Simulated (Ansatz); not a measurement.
# SiO2: core levels

Wanted: core-level energies of SiO2, as photoemission would probe them. The cell is an entry of the Crystallography Open Database (COD; perhaps a calculated or model structure). Planned: a relaxation, then the dielectric response, then core holes.

Method: DFT, PBE, plane-wave PAW, default files, scalar-relativistic, in Ansatz 0.2.0.

## (1) The starting structure

It takes space group P4_32_12 (No. 96, tetragonal). Conventional cell: a = 4.933 Å, b = 4.933 Å, c = 6.465 Å, α = 90.00°, β = 90.00°, γ = 90.00°. Si (site symmetry 2) is surrounded by 4 O at 1.62 Å. Around O (site symmetry 1) lie 2 Si at 1.62 Å.

Coordinates:

```cif
data_structure
_symmetry_space_group_name_H-M 'P 1'
_symmetry_Int_Tables_number 1
_cell_length_a 4.9329
_cell_length_b 4.9329
_cell_length_c 6.4645
_cell_angle_alpha 90.000
_cell_angle_beta 90.000
_cell_angle_gamma 90.000
_cell_volume 157.30
loop_
_atom_site_label
_atom_site_type_symbol
_atom_site_fract_x
_atom_site_fract_y
_atom_site_fract_z
_atom_site_occupancy
Si1 Si 0.81771 0.81771 0.50000 1
Si2 Si 0.68229 0.31771 0.25000 1
Si3 Si 0.18230 0.18230 0.00000 1
Si4 Si 0.31771 0.68229 0.75000 1
O1 O 0.26834 0.36457 0.80193 1
O2 O 0.13543 0.76834 0.55193 1
O3 O 0.73166 0.63543 0.30193 1
O4 O 0.86457 0.23166 0.05193 1
O5 O 0.76834 0.13543 0.44807 1
O6 O 0.63543 0.73166 0.69807 1
O7 O 0.23166 0.86457 0.94807 1
O8 O 0.36457 0.26834 0.19807 1
```

## (2) Relaxation of the positions

The input, input.yaml:

```yaml
crystal:
  lattice:
    - [4.9329, 0.0, 0.0]
    - [0.0, 4.9329, 0.0]
    - [0.0, 0.0, 6.4645]
  atoms:
    - { symbol: Si, position: [0.817705, 0.817705, 0.5] }
    - { symbol: Si, position: [0.682295, 0.317705, 0.25] }
    - { symbol: Si, position: [0.182295, 0.182295, 0.0] }
    - { symbol: Si, position: [0.317705, 0.682295, 0.75] }
    - { symbol: O, position: [0.26834, 0.36457, 0.80193] }
    - { symbol: O, position: [0.13543, 0.76834, 0.55193] }
    - { symbol: O, position: [0.73166, 0.63543, 0.30193] }
    - { symbol: O, position: [0.86457, 0.23166, 0.05193] }
    - { symbol: O, position: [0.76834, 0.13543, 0.44807] }
    - { symbol: O, position: [0.63543, 0.73166, 0.69807] }
    - { symbol: O, position: [0.23166, 0.86457, 0.94807] }
    - { symbol: O, position: [0.36457, 0.26834, 0.19807] }
kpoints:
  mp_grid: { grid: [4, 4, 3] }
scf:
  occupations: { method: fermi_dirac, width: 0.02 }
hamiltonian:
  xc: pbe
  pseudopotentials: { kind: paw }
output:
  forces: true
  stress: true
  populations: true
  efg: { quadrupole_moments_barn: { O: -0.02558 }, contact_densities: true }
relax:
  f_tol: 0.02
  max_steps: 60
```

Command:

```sh
> ansatz run input.yaml --threads 1 --pin off --max-ram 2560MiB --backend cpu --events-out ev --progress --plain --runs-dir out
```

What it wrote:

```text
Warning: output.stress: scf.convergence.dr2_threshold = 1e-7 eV (the SCF's general default) is looser than the 1.2e-9 eV advised for a printed stress (1e-10 eV for each atom of the cell: 12). What an SCF threshold leaves in a stress goes as its square root, and in the free energy as the threshold itself, and one threshold admits the most on a small cell: of the crystals measured, under no hybrid functional and no lock of the moments, on runs that ended without the residual-converged pass, on stresses that held no estimate of that error, the worst erred by over 100 MPa in a component at 1e-7 eV an atom and by under 5 at 1e-10. Every solve of this run answers to scf.convergence.dr2_threshold, and the tensor of one is reported: a single SCF on the reported geometry and on this run's grids (its basis.xc_grid and basis.ecutrho_ratio typed), with scf.convergence.dr2_threshold at 1.2e-9 eV or tighter, prints it and tightens no other solve. Else set scf.convergence.dr2_threshold to 1.2e-9 eV or tighter. The threshold is an SCF's pass mark: one that does not reach it within its budget of iterations ends unconverged, or closes short of it on a stop that the run arms, and scf.convergence.dr2_threshold's page says what that costs each kind of run
Warning: RAYON_NUM_THREADS=1 ignored (pool sized by the plan → 1); use --threads N
Engine: ansatz 0.2.0, aarch64-unknown-linux-gnu
Pseudopotentials: kind: paw
Pseudopotential: Si, paw, valence charge 4, recommended cutoff 420 eV (normal), Si.paw.azcp
Pseudopotential: O, paw, valence charge 6, recommended cutoff 420 eV (normal), O.paw.azcp
Functional definition: PBE
  parameter kappa = 0.804
  parameter beta = 0.06672455060314922
  exchange = pbe_x(kappa = kappa, mu = beta*pi^2/3)
  correlation = pbe_c(beta = beta)
Crystal: 12 atoms, lattice volume = 157.304 Å³
Basis set: ecut = 420 eV, 3097 PW (Γ), exchange–correlation on 72×72×90 points (8 copies of the dense FFT grid, shifted against one another)
Bands: 44, of which v1, the nominal top of the filled ones, is band 32 counted from 1 (31 counted from 0)
Symmetry: 8 space group operations
Space group: P43212 (ITA 96), of the structure as read, at distance tolerance 5.4e-5 Å
k-points: 12 of 48
Non-local potential: Si, projectors of the file, l = 0: 2, l = 1: 2, l = 2: 2
Non-local potential: O, projectors of the file, l = 0: 2, l = 1: 2, l = 2: 1
PAW form: soft (Blöchl's): semilocal exchange-correlation on the pseudo side does not see the compensation charge
PAW one-centre angular grid: Si, 110 points (default); XC on 64 Gauss nodes
PAW one-centre angular grid: O, 110 points (default); XC on 64 Gauss nodes
Initial density: superposition of atomic densities (neutral atoms: chi_scale 0, normalization atom), corrected by the library's trained network
Initial wavefunctions: pseudopotential atomic-orbital guess
Functional: x = pbe(κ = 0.804, μ = 0.2195149727645171), c = pbe(β = 0.06672455060314922)
SCF iter   1: F=—  HF=-7096.104675 eV  |F-HF|=—  |Δ(HF+E_count)|=         —  Δρ=1.19e-3  dr2=5.94e-4  ethr=1.77e-3  ⟨swp⟩=6.9  Hψ=2613  notcnv=0  defer=7
preconditioner: auto → Resta (q_TF=auto, 2.349 Å⁻¹)  ε∞=3.0  [insulator: Δε(μ)=5.701 eV  Ē_g=16.796 eV  σ=0.020 eV  W_gap=1.00  n_scr=36 (ndim 8)  ℏωp=23.7 eV  f_vac=0.153  D(μ)=0.00/eV (n_scr^D=0)  ε∞_Penn≈3.0]
SCF iter   2: F=—  HF=-7096.109520 eV  |F-HF|=—  |Δ(HF+E_count)|=   4.85e-3  Δρ=6.60e-4  dr2=2.37e-4  ethr=9.28e-7  ⟨swp⟩=2.8  Hψ=1232  notcnv=0  defer=59
SCF iter   3: F=—  HF=-7096.110374 eV  |F-HF|=—  |Δ(HF+E_count)|=   8.54e-4  Δρ=2.46e-4  dr2=5.35e-5  ethr=3.71e-7  ⟨swp⟩=2.0  Hψ=878  notcnv=0  defer=59
iter 4 did not close the SCF: its close was put off for the readings that it lacked (scf_convergence_deferred on its scf_iter line)
SCF iter   4: F=-7096.110410 eV  HF=-7096.110407 eV  |F-HF|=2.86e-6  |Δ(HF+E_count)|=   3.24e-5  Δρ=6.27e-5  dr2=3.57e-6  ethr=8.36e-8  ⟨swp⟩=2.0  Hψ=757  notcnv=0  defer=59
iter 5 did not close the SCF: its close was put off for the readings that it lacked (scf_convergence_deferred on its scf_iter line)
SCF iter   5: F=-7096.110410 eV  HF=-7096.110410 eV  |F-HF|=6.04e-7  |Δ(HF+E_count)|=   2.86e-6  Δρ=3.29e-5  dr2=1.09e-6  ethr=5.58e-9  ⟨swp⟩=2.8  Hψ=870  notcnv=0  defer=59
SCF iter   6: F=-7096.110411 eV  HF=-7096.110410 eV  |F-HF|=1.80e-8  |Δ(HF+E_count)|=   8.47e-7  Δρ=3.45e-6  dr2=1.55e-8  ethr=1.70e-9  ⟨swp⟩=2.0  Hψ=1636  notcnv=0
SCF 1 converged in 6 iterations: F = -7096.110411 eV  dr2 = 1.55e-8
relax step   1: F+E_penalty+E_count = -7096.11041051 eV  Δ(F+E_penalty+E_count) = +0.000e0 eV  max|allowed force component| = 1.947e-1 eV/Å  Δτ_max = 0.0000 Å  (6 SCF iters, dr2 threshold 1.00e-5 eV, accepted)
Initial density: handed on by an earlier stage of this run
Initial wavefunctions: those handed on with the density
iter 1 solved again at ethr=9.49e-7 eV; its pass at ethr=3.10e-3 eV (dr2=6.07e-4 eV) is discarded
SCF iter   1: F=—  HF=-7096.115850 eV  |F-HF|=—  |Δ(HF+E_count)|=         —  Δρ=6.83e-4  dr2=6.06e-4  ethr=9.49e-7  ⟨swp⟩=2.4  Hψ=1638  notcnv=0  defer=59
preconditioner: auto → Resta (q_TF=auto, 2.349 Å⁻¹)  ε∞=3.0  [insulator: Δε(μ)=5.692 eV  Ē_g=16.782 eV  σ=0.020 eV  W_gap=1.00  n_scr=36 (ndim 8)  ℏωp=23.7 eV  f_vac=0.152  D(μ)=0.00/eV (n_scr^D=0)  ε∞_Penn≈3.0]
SCF iter   2: F=—  HF=-7096.115371 eV  |F-HF|=—  |Δ(HF+E_count)|=   4.79e-4  Δρ=3.02e-4  dr2=1.32e-4  ethr=9.46e-7  ⟨swp⟩=2.2  Hψ=818  notcnv=0  defer=59
SCF iter   3: F=—  HF=-7096.115328 eV  |F-HF|=—  |Δ(HF+E_count)|=   4.32e-5  Δρ=9.51e-5  dr2=9.98e-6  ethr=2.06e-7  ⟨swp⟩=2.1  Hψ=757  notcnv=0  defer=59
SCF iter   4: F=-7096.115326 eV  HF=-7096.115325 eV  |F-HF|=1.51e-7  |Δ(HF+E_count)|=   2.41e-6  Δρ=2.19e-5  dr2=5.67e-7  ethr=3.70e-9  ⟨swp⟩=5.0  Hψ=1847  notcnv=0
SCF 2 converged in 4 iterations: F = -7096.115326 eV  dr2 = 5.67e-7
relax step   2: F+E_penalty+E_count = -7096.11532565 eV  Δ(F+E_penalty+E_count) = -4.915e-3 eV  max|allowed force component| = 1.292e-1 eV/Å  Δτ_max = 0.0034 Å  (4 SCF iters, dr2 threshold 2.37e-6 eV, accepted)
SCF iter   1: F=—  HF=-7096.123519 eV  |F-HF|=—  |Δ(HF+E_count)|=         —  Δρ=2.02e-3  dr2=4.97e-3  ethr=8.65e-5  ⟨swp⟩=3.4  Hψ=1503  notcnv=0  defer=59
preconditioner: auto → Resta (q_TF=auto, 2.349 Å⁻¹)  ε∞=3.0  [insulator: Δε(μ)=5.644 eV  Ē_g=16.719 eV  σ=0.020 eV  W_gap=1.00  n_scr=36 (ndim 8)  ℏωp=23.7 eV  f_vac=0.149  D(μ)=0.00/eV (n_scr^D=0)  ε∞_Penn≈3.0]
SCF iter   2: F=—  HF=-7096.121886 eV  |F-HF|=—  |Δ(HF+E_count)|=   1.63e-3  Δρ=8.26e-4  dr2=1.05e-3  ethr=7.77e-6  ⟨swp⟩=2.2  Hψ=931  notcnv=0  defer=59
SCF iter   3: F=—  HF=-7096.121507 eV  |F-HF|=—  |Δ(HF+E_count)|=   3.79e-4  Δρ=2.79e-4  dr2=9.53e-5  ethr=1.64e-6  ⟨swp⟩=2.2  Hψ=754  notcnv=0  defer=59
SCF iter   4: F=—  HF=-7096.121136 eV  |F-HF|=—  |Δ(HF+E_count)|=   3.71e-4  Δρ=6.84e-5  dr2=5.88e-6  ethr=1.49e-7  ⟨swp⟩=2.0  Hψ=757  notcnv=0  defer=59
SCF iter   5: F=-7096.121138 eV  HF=-7096.121137 eV  |F-HF|=2.23e-7  |Δ(HF+E_count)|=   1.34e-6  Δρ=1.06e-5  dr2=1.90e-7  ethr=1.63e-9  ⟨swp⟩=4.0  Hψ=1727  notcnv=0
SCF 3 converged in 5 iterations: F = -7096.121138 eV  dr2 = 1.90e-7
relax step   3: F+E_penalty+E_count = -7096.12113763 eV  Δ(F+E_penalty+E_count) = -5.812e-3 eV  max|allowed force component| = 9.355e-3 eV/Å  Δτ_max = 0.0110 Å  (5 SCF iters, dr2 threshold 1.04e-6 eV, accepted)
iter 1 solved again at ethr=3.01e-10 eV; its pass at ethr=3.10e-3 eV (dr2=1.93e-7 eV) is discarded
SCF iter   1: F=—  HF=-7096.121484 eV  |F-HF|=—  |Δ(HF+E_count)|=         —  Δρ=1.10e-5  dr2=1.92e-7  ethr=3.01e-10  ⟨swp⟩=1.0  Hψ=1344  notcnv=0  defer=59
preconditioner: auto → Resta (q_TF=auto, 2.349 Å⁻¹)  ε∞=3.0  [insulator: Δε(μ)=5.654 eV  Ē_g=16.727 eV  σ=0.020 eV  W_gap=1.00  n_scr=36 (ndim 8)  ℏωp=23.7 eV  f_vac=0.148  D(μ)=0.00/eV (n_scr^D=0)  ε∞_Penn≈3.0]
SCF iter   2: F=—  HF=-7096.121138 eV  |F-HF|=—  |Δ(HF+E_count)|=   3.47e-4  Δρ=6.82e-6  dr2=8.88e-8  ethr=1.56e-10  ⟨swp⟩=3.0  Hψ=2059  notcnv=0
SCF iter   3: F=-7096.121138 eV  HF=-7096.121138 eV  |F-HF|=4.61e-9  |Δ(HF+E_count)|=   1.15e-7  Δρ=2.66e-6  dr2=5.83e-9  ethr=1.39e-10  ⟨swp⟩=2.0  Hψ=1612  notcnv=0
SCF 4 converged in 3 iterations: F = -7096.121138 eV  dr2 = 5.83e-9
relax step   4: F+E_penalty+E_count = -7096.12113766 eV  Δ(F+E_penalty+E_count) = -2.748e-8 eV  max|allowed force component| = 9.395e-3 eV/Å  Δτ_max = 0.0000 Å  (3 SCF iters, accepted)
NSCF: frozen V_eff on 12 k-points
the band table was solved once a step of the walk had ended and its energy, with any forces and stress, was formed, with the checks that follow a solve (2963 applications of the Hamiltonian). They found nothing against the state; the energy, forces and stress were not computed again (output.eigenvalues in the input reference)
SCF converged after 3 iterations
Free energy (F): -7096.121138 eV
Harris-Foulkes:  -7096.121138 eV  (|F-HF|=4.61e-9)
Internal energy: -7096.121138 eV  (E = F + TS)
E sigma→0 (E₀):  -7096.121138 eV
Fermi energy:    5.065668 eV
--- Per-component energies (eV) ---
  E_band       = -297.703733
  E_kinetic    = 1608.031661
  E_local      = -4060.300741  (includes V_loc(G=0)·N_el)
  E_nonlocal   = 480.280298
  E_hartree    = 1464.083649
  E_xc         = -817.149842
  E_vxc        = -948.478216  (∫ρ·V_xc dr)
  E_paw        = -3324.122605  (= ΣΔE_a)
  E_vpaw       = -305.425176  (= ΣTr[D̂ρ^β])
  E_aug_tail   = 0.020731  (compensation charges beyond the density's cutoff)
  E_ewald      = -2446.964289
  E_smearing   = -0.000000  (= −TS)
  E_closure    = -0.000000  (closes the sum)
  Σ components = -7096.121138   (vs F -7096.121138, Δ=0.00e0)
--- Forces (eV/Å), atoms counted from 1 ---
  atom   1  Si    -0.00084618    -0.00084618     0.00000000
  atom   2  Si     0.00084618    -0.00084618    -0.00000000
  atom   3  Si     0.00084618     0.00084618     0.00000000
  atom   4  Si    -0.00084618     0.00084618     0.00000000
  atom   5  O     -0.00474778     0.00939534     0.00102739
  atom   6  O     -0.00939534    -0.00474778     0.00102739
  atom   7  O      0.00474778    -0.00939534     0.00102739
  atom   8  O      0.00939534     0.00474778     0.00102739
  atom   9  O     -0.00474778    -0.00939534    -0.00102739
  atom  10  O     -0.00939534     0.00474778    -0.00102739
  atom  11  O      0.00474778     0.00939534    -0.00102739
  atom  12  O      0.00939534    -0.00474778    -0.00102739
  max |Σ_I F_I| component: 6.94e-18 eV/Å
--- Stress (GPa, compression-positive) ---
        1.915090       0.000000       0.000000
        0.000000       1.915090       0.000000
        0.000000       0.000000       4.331573
  P = ⅓ Tr σ = 2.7206 GPa (27.206 kbar)
--- PAW observables at the nuclei: V_zz in 10²¹ V/m², potentials from the cell's mean, atoms counted from 1 ---
  atom   1  Si V_zz =    +0.602558   η = 0.0594   by run symmetry: allowed
            electrostatic potential = -1354.476328 V   contact ρ = 12801.639557 e/Å³
  atom   2  Si V_zz =    +0.602558   η = 0.0594   by run symmetry: allowed
            electrostatic potential = -1354.476328 V   contact ρ = 12801.639557 e/Å³
  atom   3  Si V_zz =    +0.602558   η = 0.0594   by run symmetry: allowed
            electrostatic potential = -1354.476328 V   contact ρ = 12801.639557 e/Å³
  atom   4  Si V_zz =    +0.602558   η = 0.0594   by run symmetry: allowed
            electrostatic potential = -1354.476328 V   contact ρ = 12801.639557 e/Å³
  atom   5  O  V_zz =    +9.063751   η = 0.3226   by run symmetry: allowed   C_q = -5.6061 MHz
            electrostatic potential = -618.858582 V   contact ρ = 2154.059266 e/Å³
  atom   6  O  V_zz =    +9.063751   η = 0.3226   by run symmetry: allowed   C_q = -5.6061 MHz
            electrostatic potential = -618.858582 V   contact ρ = 2154.059266 e/Å³
  atom   7  O  V_zz =    +9.063751   η = 0.3226   by run symmetry: allowed   C_q = -5.6061 MHz
            electrostatic potential = -618.858582 V   contact ρ = 2154.059266 e/Å³
  atom   8  O  V_zz =    +9.063751   η = 0.3226   by run symmetry: allowed   C_q = -5.6061 MHz
            electrostatic potential = -618.858582 V   contact ρ = 2154.059266 e/Å³
  atom   9  O  V_zz =    +9.063751   η = 0.3226   by run symmetry: allowed   C_q = -5.6061 MHz
            electrostatic potential = -618.858582 V   contact ρ = 2154.059266 e/Å³
  atom  10  O  V_zz =    +9.063751   η = 0.3226   by run symmetry: allowed   C_q = -5.6061 MHz
            electrostatic potential = -618.858582 V   contact ρ = 2154.059266 e/Å³
  atom  11  O  V_zz =    +9.063751   η = 0.3226   by run symmetry: allowed   C_q = -5.6061 MHz
            electrostatic potential = -618.858582 V   contact ρ = 2154.059266 e/Å³
  atom  12  O  V_zz =    +9.063751   η = 0.3226   by run symmetry: allowed   C_q = -5.6061 MHz
            electrostatic potential = -618.858582 V   contact ρ = 2154.059266 e/Å³
--- Band table (eV; the first three rows and the last of 12) ---
  k-point 0: bands = ["-17.2300", "-16.2529", "-16.2529", "-15.1122", "-15.1122", "-15.1117", "-15.0965", "-15.0788", "-6.9440", "-4.8716", "-4.8716", "-3.4592", "-3.3594", "-3.3594", "-2.8251", "-2.6453", "-0.8386", "-0.8143", "-0.8143", "-0.1374", "0.0127", "0.4506", "0.5271", "0.6357", "0.6357", "0.7040", "0.9215", "0.9215", "1.3706", "1.7277", "1.7277", "2.2385", "7.8928", "11.0612", "11.0612", "11.6902", "11.6902", "11.6943", "12.8374", "12.9422", "13.5549", "13.5549", "14.1189", "14.1751"]
  k-point 1: bands = ["-17.1045", "-16.7544", "-15.7070", "-15.2593", "-15.1124", "-15.1083", "-15.1074", "-15.1029", "-6.6366", "-5.8484", "-4.0371", "-3.5895", "-3.3292", "-3.1298", "-3.0390", "-2.7986", "-0.7063", "-0.7002", "-0.6190", "-0.1716", "0.0873", "0.3342", "0.4712", "0.4820", "0.5995", "0.6459", "0.8104", "1.3259", "1.4181", "1.4426", "1.6973", "2.0378", "8.5920", "10.1004", "11.1719", "11.6140", "12.0235", "12.3526", "12.3915", "13.3148", "13.3178", "13.4648", "13.7138", "13.9540"]
  k-point 2: bands = ["-17.0936", "-16.3950", "-16.1075", "-15.3084", "-15.1293", "-15.1140", "-15.1002", "-15.0933", "-6.6530", "-5.2189", "-4.5528", "-3.5163", "-3.3502", "-3.1726", "-2.8893", "-2.6591", "-1.0858", "-0.7180", "-0.6447", "-0.0579", "0.0142", "0.1057", "0.4151", "0.4207", "0.6738", "0.8261", "0.9647", "1.1897", "1.2683", "1.6542", "1.6648", "2.0747", "8.5842", "11.1925", "11.2127", "11.3095", "11.3145", "12.4070", "12.4523", "12.6982", "13.1369", "13.2602", "13.3963", "14.1101"]
  k-point 11: bands = ["-16.2617", "-16.2617", "-16.2370", "-16.2370", "-15.1644", "-15.1644", "-15.1451", "-15.1451", "-5.0694", "-5.0694", "-4.9771", "-4.9771", "-2.6431", "-2.6431", "-2.5337", "-2.5337", "-0.8963", "-0.8963", "-0.7780", "-0.7780", "-0.1531", "-0.1531", "-0.0091", "-0.0091", "0.8732", "0.8732", "0.9270", "0.9270", "1.7000", "1.7000", "1.7581", "1.7581", "11.1065", "11.1065", "11.1710", "11.1710", "11.8528", "11.8528", "11.9913", "11.9913", "12.9504", "12.9504", "13.0723", "13.0723"]
--- Relaxed structure (4 steps of the walk, 4 accepted, 0 SCFs on fresh bases) ---
  F+E_penalty+E_count = -7096.12113766 eV   max|allowed force component| = 9.395e-3 eV/Å
  atoms:
    - { symbol: Si, position: [0.8168962388342698, 0.8168962388342698, 0.5] }
    - { symbol: Si, position: [0.6831037611657305, 0.3168962388342696, 0.25] }
    - { symbol: Si, position: [0.1831037611657304, 0.1831037611657304, -1.6771632337930303e-20] }
    - { symbol: Si, position: [0.3168962388342696, 0.6831037611657305, 0.75] }
    - { symbol: O, position: [0.26925977279307134, 0.36366458138635854, 0.7999874982184507] }
    - { symbol: O, position: [0.13633541861364148, 0.7692597727930713, 0.5499874982184507] }
    - { symbol: O, position: [0.7307402272069288, 0.6363354186136416, 0.29998749821845055] }
    - { symbol: O, position: [0.8636645813863586, 0.23074022720692874, 0.0499874982184506] }
    - { symbol: O, position: [0.7692597727930713, 0.13633541861364148, 0.4500125017815494] }
    - { symbol: O, position: [0.6363354186136416, 0.7307402272069288, 0.7000125017815493] }
    - { symbol: O, position: [0.23074022720692874, 0.8636645813863586, 0.9500125017815494] }
    - { symbol: O, position: [0.36366458138635854, 0.26925977279307134, 0.20001250178154945] }
--- Löwdin populations: 12 sites ---
  site symbol       q [e]
     0     Si      2.2122
     1     Si      2.2122
     2     Si      2.2122
     3     Si      2.2122
     4      O      6.7836
     5      O      6.7836
     6      O      6.7836
     7      O      6.7836
     8      O      6.7836
     9      O      6.7836
    10      O      6.7836
    11      O      6.7836
  spilling = 0.013784 (of n_electrons = 64.000000)
```

Wall time 26 s (1 thread of Arm Neoverse V1, shared host); peak memory 0.39 GiB.

The steps of the relaxation:

```csv
step,energy change (eV),largest force component (eV/Å)
1,0.0000,0.195
2,-0.0049,0.129
3,-0.0107,0.009
4,-0.0107,0.009
```

Largest displacement: 0.014 Å (atom 12 and its like, O); mean 0.011 Å.

At the end: gap on the mesh 5.65 eV, largest force 0.011 eV/Å, pressure 2.7 GPa.

Site by site (atoms counted from 1):

```tsv
site	atoms	first shell	V_zz (10²¹ V/m²)	η	C_Q (MHz)
Si	1, 2, 3, 4	4 O at 1.63 Å	0.60	0.06	–
O	5, 6, 7, 8, …	2 Si at 1.63 Å, angle 137°	9.06	0.32	-5.61 (¹⁷O)
```

C_Q = eQV_zz/h, which is 24.18 MHz for Q = 1 b and V_zz = 10²¹ V/m²; η = (V_xx − V_yy)/V_zz. Quadrupole moments are those of Pyykkö's year-2017 table. A dash under C_Q marks elements without a common quadrupolar isotope.

Direction of the V_zz axis (Cartesian unit vector):

```csv
site,atom,x,y,z
Si,1,-0.13,0.13,0.98
O,5,0.22,0.83,-0.51
```

[end of part 1 of 2]
